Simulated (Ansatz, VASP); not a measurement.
**Two plane-wave programs on Hg**

```
Hg
1.0
     3.17478    0.00000    0.00000
     0.00000    3.17478    0.00000
     0.00000    0.00000    3.17478
Hg
1
Direct
  0.00000 0.00000 0.00000
```

Alike in both runs: task single point; functional PBE; k mesh 11 × 11 × 11; occupations fermi-dirac, width 0.1 eV; no spin polarisation.

|  | VASP | Ansatz |
| --- | --- | --- |
| version | VASP 6.6.1 | Ansatz 0.2.0 |
| potentials or method | VASP PAW PBE potentials, release 64 (Hg) | plane waves (420 eV) with PAW, scalar-relativistic |
| plane-wave cutoff (eV) | 520 | 420 |
| valence electrons in the cell | 12 | 20 |

|  | VASP | Ansatz | Ansatz less VASP |
| --- | --- | --- | --- |
| pressure (GPa) | -0.6 | -0.7 | -0.11 |

The two sets of potentials don't hold the same shells in valence.

The runs have no spin-orbit coupling, so splittings on Hg are missing.
